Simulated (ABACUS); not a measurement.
Runs of ABACUS 3.10.1 on NiO. Symmetry: Fm-3m, No. 225, cubic system. The conventional cell has a = 4.172 Å, b = 4.172 Å, c = 4.172 Å, α = 90.00°, β = 90.00°, γ = 90.00°. Around Ni (site symmetry m-3m) lie 6 O at 2.09 Å. O (site symmetry m-3m) is surrounded by 6 Ni at 2.09 Å. 

```csv
task,level,potentials or basis,cell,k mesh,cutoff (eV),SCF threshold on the density,eigensolver,symmetry key,threshold of the eigensolver,path,gap on the mesh (eV),pressure (GPa),moment (μB)
single point,r2SCAN,"SG15 ONCV 1.2 PBE, DZP LCAO (the cutoffs set its grid)",as given,8 × 8 × 8,1361,1e-07,genelpa,1,-,-,0.51,3.8,2.00
single point,RPBE,"PseudoDojo NC SR 0.5 PBE standard, plane waves",as given,9 × 9 × 9,1333,1e-08,dav,1,-,-,none,12.1,(a)
single point,PBEsol,"PseudoDojo NC SR 0.4 PBEsol stringent, plane waves",as given,9 × 9 × 9,1429,1e-08,dav,1,-,-,none,(b),1.65
relaxation of cell and atoms,r2SCAN,"SG15 ONCV 1.2 PBE, DZP LCAO (the cutoffs set its grid)",relaxed,8 × 8 × 8,1361,1e-07,genelpa,1,-,-,-,0.0,2.00
```

Alike in all rows: spin collinear, ferromagnetic start; smearing fermi-dirac 0.05 eV.

Question: Estimate the missing entries.

Answer: (a) 1.90; (b) -5.8.

Caveats: a cell with one magnetic atom can't hold antiferromagnetic order, which such compounds often take; the potentials were made for another functional, which shifts forces and pressure (some runs); the atomic orbitals were generated for these runs and aren't a published set (some runs); the basis of atomic orbitals isn't converged, which shifts pressures, moduli and gaps (some runs); semilocal functionals often make such compounds metallic where correlation or magnetic order opens a gap, which also shifts bond lengths (some runs).

A k mesh can miss the band edges.

A gap of «none» marks a metal or a gap under the smearing width.

Runs at the PBE level aren't shown here.
